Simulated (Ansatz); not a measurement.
# ZnO (zincite) (P6_3mc) in Ansatz: notebook

The runs below take ZnO (zincite) through single point, equation of state, with r2SCAN.

Program: Ansatz 0.2.0. These are calculated values, not measurements. Logs are shortened: lines on timing, memory, paths and dates and some standing lists are left out, and cuts for length are marked.

### Step 1. Starting point

Symmetry: P6_3mc, No. 186, hexagonal system. Conventional cell: a = 3.249 Å, b = 3.249 Å, c = 5.206 Å, α = 90.00°, β = 90.00°, γ = 120.00°. Around Zn (site symmetry 3m) lie 4 O at 1.97 to 1.98 Å. O (site symmetry 3m) is surrounded by 4 Zn at 1.97 to 1.98 Å.

### Step 2. Single point, r2SCAN, 11.19 Å³/atom (volume scaled by 0.94)

Input file input.yaml:

```yaml
crystal:
  lattice:
    - [3.1829769797, 0.0, 0.0]
    - [-1.5914884899, 2.7565389241, 0.0]
    - [0.0, 0.0, 5.0994402224]
  atoms:
    - { symbol: Zn, position: [0.6666666667, 0.3333333333, 0.0] }
    - { symbol: Zn, position: [0.3333333333, 0.6666666667, 0.5] }
    - { symbol: O, position: [0.3333333333, 0.6666666667, 0.87901] }
    - { symbol: O, position: [0.6666666667, 0.3333333333, 0.37901] }
hamiltonian:
  xc: r2scan
  pseudopotentials: { kind: paw }
kpoints:
  mp_grid: { grid: [9, 9, 5] }
scf:
  occupations: { method: fermi_dirac, width: 0.05 }
output:
  forces: true
  stress: true
  eigenvalues: true
  write_density: true
  write_potential: true
  elf: true
  volumetric_format: npy
```

Potentials or basis: Ansatz PAW.

Run with:

```sh
$ ansatz run input.yaml --threads 2 --pin off --max-ram 5632MiB --backend cpu --events-out ev --progress --plain --runs-dir out
```

The program printed:

```text
Warning: RAYON_NUM_THREADS=2 ignored (pool sized by the plan → 2); use --threads N
Engine: ansatz 0.2.0, x86_64-unknown-linux-gnu
Pseudopotentials: kind: paw
Pseudopotential: Zn, paw, valence charge 12, recommended cutoff 500 eV (meta_gga), Zn.paw.azcp
Pseudopotential: O, paw, valence charge 6, recommended cutoff 500 eV (meta_gga), O.paw.azcp
Functional definition: r2SCAN
  parameter k0 = 0.174
  parameter k1 = 0.065
  parameter a1 = 4.9479
  exchange = r2scan_x(k0 = k0, k1 = k1, a1 = a1)
  correlation = r2scan_c
Crystal: 4 atoms, lattice volume = 44.742 Å³
Basis set: ecut = 500 eV, 1105 PW (Γ), exchange–correlation on 96×96×160 points (64 copies of the dense FFT grid, shifted against one another)
Bands: 22, of which v1, the nominal top of the filled ones, is band 18 counted from 1 (17 counted from 0)
Symmetry: 12 space group operations
Space group: P63mc (ITA 186), of the structure as read, at distance tolerance 3.6e-5 Å
k-points: 36 of 405 (time reversal used)
Non-local potential: Zn, projectors of the file, l = 0: 2, l = 1: 2, l = 2: 3, l = 3: 1
Non-local potential: O, projectors of the file, l = 0: 2, l = 1: 2, l = 2: 1
PAW form: soft (Blöchl's): semilocal exchange-correlation on the pseudo side does not see the compensation charge
PAW frozen core: Zn, regenerated for the run's functional (the file was generated under x = pbe(κ = 0.804, μ = 0.2195149727645171), c = pbe(β = 0.06672455060314922))
PAW frozen core: O, regenerated for the run's functional (the file was generated under x = pbe(κ = 0.804, μ = 0.2195149727645171), c = pbe(β = 0.06672455060314922))
PAW one-centre angular grid: Zn, 590 points (default); XC on 261 of its mesh's 2673 points in the sphere
PAW one-centre angular grid: O, 302 points (default); XC on 160 Gauss nodes
Initial density: superposition of atomic densities (neutral atoms: chi_scale 0, normalization atom), corrected by the library's trained network
Initial wavefunctions: pseudopotential atomic-orbital guess
Functional: x = r2scan, c = r2scan; τ floored in thin density (d = 2e-4 eV/Å³)
SCF iter   1: F=—  HF=-7789.755739 eV  |F-HF|=—  |Δ(HF+E_count)|=         —  Δρ=2.09e-2  dr2=9.54e-2  dr2_τ=1.16e-1  ethr=1.77e-3  ⟨swp⟩=5.8  Hψ=3521  notcnv=0
preconditioner: auto → Resta (q_TF=auto, 2.631 Å⁻¹)  ε∞=6.6  [insulator: Δε(μ)=1.474 eV  Ē_g=14.113 eV  σ=0.050 eV  W_gap=1.00  n_scr=22 (ndim 8)  ℏωp=33.3 eV  f_vac=0.028  D(μ)=0.00/eV (n_scr^D=0)  ε∞_Penn≈6.6]
SCF iter   2: F=—  HF=-7789.787424 eV  |F-HF|=—  |Δ(HF+E_count)|=   3.17e-2  Δρ=5.20e-3  dr2=9.93e-3  dr2_τ=6.93e-4  ethr=2.65e-4  ⟨swp⟩=2.2  Hψ=1805  notcnv=0
SCF iter   3: F=—  HF=-7789.784763 eV  |F-HF|=—  |Δ(HF+E_count)|=   2.66e-3  Δρ=4.95e-3  dr2=5.57e-3  dr2_τ=2.15e-4  ethr=2.76e-5  ⟨swp⟩=2.0  Hψ=1511  notcnv=0
SCF iter   4: F=—  HF=-7789.783534 eV  |F-HF|=—  |Δ(HF+E_count)|=   1.23e-3  Δρ=6.17e-4  dr2=1.15e-4  dr2_τ=2.29e-5  ethr=1.55e-5  ⟨swp⟩=2.1  Hψ=1366  notcnv=0
SCF iter   5: F=—  HF=-7789.783621 eV  |F-HF|=—  |Δ(HF+E_count)|=   8.64e-5  Δρ=2.87e-4  dr2=2.31e-5  dr2_τ=1.60e-6  ethr=3.21e-7  ⟨swp⟩=2.2  Hψ=1319  notcnv=0
SCF iter   6: F=—  HF=-7789.783638 eV  |F-HF|=—  |Δ(HF+E_count)|=   1.75e-5  Δρ=4.18e-5  dr2=3.99e-7  dr2_τ=4.01e-8  ethr=6.42e-8  ⟨swp⟩=2.0  Hψ=1359  notcnv=0
SCF iter   7: F=-7789.783639 eV  HF=-7789.783639 eV  |F-HF|=6.18e-9  |Δ(HF+E_count)|=   9.21e-7  Δρ=1.41e-5  dr2=9.34e-8  dr2_τ=2.62e-9  ethr=2.78e-10  ⟨swp⟩=9.2  Hψ=6802  notcnv=0
SCF 1 converged in 7 iterations: F = -7789.783639 eV  dr2 = 9.34e-8
  Residual-converged pass: ⟨swp⟩=1.0  Hψ=937  notcnv=0  max |occ|·‖R‖ = 7.0e-9 eV (tolerance 1.0e-8 eV)  dr2=9.34e-8  dr2_τ=2.62e-9  dr2_onsite=3.45e-8  max |Δocc| = 4.4e-16
SCF converged after 7 iterations
Free energy (F): -7789.783639 eV
Harris-Foulkes:  -7789.783639 eV  (|F-HF|=6.18e-9)
Internal energy: -7789.783639 eV  (E = F + TS)
E sigma→0 (E₀):  -7789.783639 eV
Entropy (-TS):   -0.000000 eV (-0.000 meV/atom)
Fermi energy:    8.515401 eV
--- Per-component energies (eV) ---
  E_band       = 73.211459
  E_kinetic    = 616.058395
  E_local      = -3923.661174  (includes V_loc(G=0)·N_el)
  E_nonlocal   = 1342.985017
  E_hartree    = 1622.490955
  E_xc         = -394.075615
  E_vxc        = -317.511253  (∫ρ·V_xc dr)
  E_paw        = -4028.820783  (= ΣΔE_a)
  E_vpaw       = -908.790527  (= ΣTr[D̂ρ^β])
  E_aug_tail   = 0.001838  (compensation charges beyond the density's cutoff)
  E_vtau       = 19.163750  (kinetic-family band-sum trace: ∫τ·v_τ [+ j·A + Jᵃ·Aᵃ] dr)
  E_ewald      = -3024.333153
  E_core_change = -0.429119  (= ΣΔE_core)
  E_smearing   = -0.000000  (= −TS)
  E_closure    = -0.000000  (closes the sum)
  Σ components = -7789.783639   (vs F -7789.783639, Δ=0.00e0)
--- Forces (eV/Å), atoms counted from 1 ---
  atom   1  Zn     0.00000000     0.00000000    -0.09383171
  atom   2  Zn    -0.00000000    -0.00000000    -0.09383171
  atom   3  O      0.00000000     0.00000000     0.09397526
  atom   4  O     -0.00000000    -0.00000000     0.09397526
  max |Σ_I F_I| component: 2.87e-4 eV/Å
--- Stress (GPa, compression-positive) ---
        8.548398      -0.000000       0.000000
       -0.000000       8.548398       0.000000
        0.000000       0.000000      10.443976
  P = ⅓ Tr σ = 9.1803 GPa (91.803 kbar)
--- Band table (eV; the first three rows and the last of 36) ---
  k-point 0: bands = ["-11.7745", "-10.9807", "1.6457", "1.6769", "1.6769", "1.7283", "1.9095", "1.9095", "3.1178", "3.1178", "3.3584", "3.3584", "3.6439", "6.9137", "6.9137", "7.7197", "7.8158", "7.8158", "9.1425", "13.9029", "16.9028", "21.8243"]
  k-point 1: bands = ["-11.7025", "-11.0604", "1.5141", "1.6443", "1.6895", "1.6895", "1.8763", "1.8763", "3.1490", "3.1490", "3.3451", "3.3451", "4.0824", "7.0015", "7.0015", "7.0700", "7.7318", "7.7318", "9.9326", "13.5074", "17.2517", "21.8234"]
  k-point 2: bands = ["-11.5103", "-11.2652", "1.4009", "1.4774", "1.7313", "1.7313", "1.8019", "1.8019", "3.2233", "3.2233", "3.2990", "3.2990", "5.0219", "6.0664", "7.2302", "7.2302", "7.5094", "7.5094", "11.2393", "12.5205", "18.2291", "19.8081"]
  k-point 35: bands = ["-10.8426", "-10.8426", "1.6517", "1.6517", "1.7851", "1.9888", "2.5448", "2.5448", "3.0997", "3.1440", "3.6661", "3.6661", "3.9838", "3.9838", "4.6073", "5.2330", "6.3697", "6.3697", "16.3285", "16.5152", "16.7885", "16.7885"]
```

Wall time 5.7 s (2 threads of Intel Xeon at 2.70GHz, shared host); peak memory 0.48 GiB.

What came out:

| Property | Result |
| --- | --- |
| Free energy | -7789.7836 eV |
| Pressure | 9.2 GPa |
| Largest force | 0.094 eV/Å |
| Band gap on the k mesh | 1.33 eV, direct |

Caveat: odd divisions of the mesh miss points on the zone boundary, where band edges often lie, so the gap on the mesh can be too wide; the PAW data sets come from PBE, with cores solved anew for the run's functional, which leaves a small shift of forces and pressure.

### Step 3. Single point, r2SCAN, 11.42 Å³/atom (volume scaled by 0.96)

Edit input.yaml of step 2 so:

```diff
@@ -2,5 +2,5 @@
   lattice:
-    - [3.1829769797, 0.0, 0.0]
-    - [-1.5914884899, 2.7565389241, 0.0]
-    - [0.0, 0.0, 5.0994402224]
+    - [3.2053930491, 0.0, 0.0]
+    - [-1.6026965246, 2.7759518096, 0.0]
+    - [0.0, 0.0, 5.1353529565]
   atoms:
```

Potentials or basis: Ansatz PAW.

Run with:

```sh
$ ansatz run input.yaml --threads 2 --pin off --max-ram 5632MiB --backend cpu --events-out ev --progress --plain --runs-dir out
```

Wall time 5.7 s (2 threads of Intel Xeon at 2.70GHz, shared host); peak memory 0.48 GiB.

It converged, with:

```yaml
Free_energy: -7789.8267 eV
Pressure: 5.4 GPa
Largest_force: 0.086 eV/Å
Band_gap_on_the_k_mesh: 1.30 eV, direct
```

Caveat: odd divisions of the mesh miss points on the zone boundary, where band edges often lie, so the gap on the mesh can be too wide; the PAW data sets come from PBE, with cores solved anew for the run's functional, which leaves a small shift of forces and pressure.

### Step 4. Single point, r2SCAN, 11.66 Å³/atom (volume scaled by 0.98)

Edit input.yaml of step 3 so:

```diff
@@ -2,5 +2,5 @@
   lattice:
-    - [3.2053930491, 0.0, 0.0]
-    - [-1.6026965246, 2.7759518096, 0.0]
-    - [0.0, 0.0, 5.1353529565]
+    - [3.2274999067, 0.0, 0.0]
+    - [-1.6137499533, 2.7950969099, 0.0]
+    - [0.0, 0.0, 5.170770303]
   atoms:
@@ -21,5 +21 @@
   eigenvalues: true
-  write_density: true
-  write_potential: true
-  elf: true
-  volumetric_format: npy
```

Run with:

```sh
$ ansatz run input.yaml --threads 2 --pin off --max-ram 5632MiB --backend cpu --events-out ev --progress --plain --runs-dir out
```

Run time: 5.9 s. Hardware: 2 threads of Intel Xeon at 2.70GHz, shared host; peak memory 0.48 GiB.

It converged, with:

| Property | Result |
| --- | --- |
| Free energy | -7789.8482 eV |
| Pressure | 1.9 GPa |
| Largest force | 0.078 eV/Å |
| Band gap on the k mesh | 1.27 eV, direct |

Caveat: odd divisions of the mesh miss points on the zone boundary, where band edges often lie, so the gap on the mesh can be too wide; the PAW data sets come from PBE, with cores solved anew for the run's functional, which leaves a small shift of forces and pressure.

### Step 5. Single point, r2SCAN, 11.90 Å³/atom

Edit input.yaml of step 4 so:

```diff
@@ -2,5 +2,5 @@
   lattice:
-    - [3.2274999067, 0.0, 0.0]
-    - [-1.6137499533, 2.7950969099, 0.0]
-    - [0.0, 0.0, 5.170770303]
+    - [3.249308, 0.0, 0.0]
+    - [-1.624654, 2.8139832727, 0.0]
+    - [0.0, 0.0, 5.205709]
   atoms:
```

Run with:

```sh
$ ansatz run input.yaml --threads 2 --pin off --max-ram 5632MiB --backend cpu --events-out ev --progress --plain --runs-dir out
```

Wall time 5.8 s (2 threads of Intel Xeon at 2.70GHz, shared host); peak memory 0.48 GiB.

It converged, with:

- Free energy: -7789.8505 eV
- Pressure: -1.1 GPa
- Largest force: 0.070 eV/Å
- Band gap on the k mesh: 1.23 eV, direct

Caveat: odd divisions of the mesh miss points on the zone boundary, where band edges often lie, so the gap on the mesh can be too wide; the PAW data sets come from PBE, with cores solved anew for the run's functional, which leaves a small shift of forces and pressure.

### Step 6. Single point, r2SCAN, 12.14 Å³/atom (volume scaled by 1.02)

Edit input.yaml of step 5 so:

```diff
@@ -2,5 +2,5 @@
   lattice:
-    - [3.249308, 0.0, 0.0]
-    - [-1.624654, 2.8139832727, 0.0]
-    - [0.0, 0.0, 5.205709]
+    - [3.2708272232, 0.0, 0.0]
+    - [-1.6354136116, 2.8326194666, 0.0]
+    - [0.0, 0.0, 5.2401848988]
   atoms:
```

Potentials or basis: Ansatz PAW.

Run with:

```sh
$ ansatz run input.yaml --threads 2 --pin off --max-ram 5632MiB --backend cpu --events-out ev --progress --plain --runs-dir out
```

It took 5.8 s on 2 threads of Intel Xeon at 2.70GHz, shared host; peak memory 0.48 GiB.

The run converged. Its results:

| Quantity | Value |
| --- | --- |
| Free energy | -7789.8355 eV |
| Pressure | -3.9 GPa |
| Largest force | 0.063 eV/Å |
| Band gap on the k mesh | 1.20 eV, direct |

Caveat: odd divisions of the mesh miss points on the zone boundary, where band edges often lie, so the gap on the mesh can be too wide; the PAW data sets come from PBE, with cores solved anew for the run's functional, which leaves a small shift of forces and pressure.

### Step 7. Single point, r2SCAN, 12.38 Å³/atom (volume scaled by 1.04)

Edit input.yaml of step 6 so:

```diff
@@ -2,5 +2,5 @@
   lattice:
-    - [3.2708272232, 0.0, 0.0]
-    - [-1.6354136116, 2.8326194666, 0.0]
-    - [0.0, 0.0, 5.2401848988]
+    - [3.2920669561, 0.0, 0.0]
+    - [-1.6460334781, 2.8510136149, 0.0]
+    - [0.0, 0.0, 5.2742130269]
   atoms:
```

Run with:

```sh
$ ansatz run input.yaml --threads 2 --pin off --max-ram 5632MiB --backend cpu --events-out ev --progress --plain --runs-dir out
```

Run time: 5.8 s. Hardware: 2 threads of Intel Xeon at 2.70GHz, shared host; peak memory 0.49 GiB.

The run converged. Its results:

```yaml
Free_energy: -7789.8051 eV
Pressure: -6.3 GPa
Largest_force: 0.056 eV/Å
Band_gap_on_the_k_mesh: 1.17 eV, direct
```

Caveat: odd divisions of the mesh miss points on the zone boundary, where band edges often lie, so the gap on the mesh can be too wide; the PAW data sets come from PBE, with cores solved anew for the run's functional, which leaves a small shift of forces and pressure.

### Step 8. Single point, r2SCAN, 12.61 Å³/atom (volume scaled by 1.06)

Edit input.yaml of step 7 so:

```diff
@@ -2,5 +2,5 @@
   lattice:
-    - [3.2920669561, 0.0, 0.0]
-    - [-1.6460334781, 2.8510136149, 0.0]
-    - [0.0, 0.0, 5.2742130269]
+    - [3.3130361008, 0.0, 0.0]
+    - [-1.6565180504, 2.8691734269, 0.0]
+    - [0.0, 0.0, 5.3078076462]
   atoms:
```

Run with:

```sh
$ ansatz run input.yaml --threads 2 --pin off --max-ram 5632MiB --backend cpu --events-out ev --progress --plain --runs-dir out
```

It took 4.9 s on 2 threads of Intel Xeon at 2.70GHz, shared host; peak memory 0.49 GiB.

Results (log left out):

```yaml
Free_energy: -7789.7607 eV
Pressure: -8.5 GPa
Largest_force: 0.050 eV/Å
Band_gap_on_the_k_mesh: 1.14 eV, direct
```

Caveat: odd divisions of the mesh miss points on the zone boundary, where band edges often lie, so the gap on the mesh can be too wide; the PAW data sets come from PBE, with cores solved anew for the run's functional, which leaves a small shift of forces and pressure.

### Step 9. Equation of state, r2SCAN

Potentials or basis: Ansatz PAW.

No new run: the results of the series are fitted here.

Results:

- Equilibrium volume: 11.81 Å³/atom
- Bulk modulus at fixed shape and positions: 150 GPa
- Pressure derivative of the bulk modulus: 4.4

Energy against volume, from the lowest point:
| volume (Å³/atom) | energy (meV/atom) |
| --- | --- |
| 11.186 | 16.72 |
| 11.424 | 5.96 |
| 11.662 | 0.58 |
| 11.900 | 0.00 |
| 12.138 | 3.74 |
| 12.376 | 11.35 |
| 12.614 | 22.44 |

Caveat: the cell was scaled at fixed shape and fractional positions, which overstates the stiffness of a crystal with free parameters, most of all of layers and chains; the PAW data sets were made with another functional, which shifts forces and pressure a little.
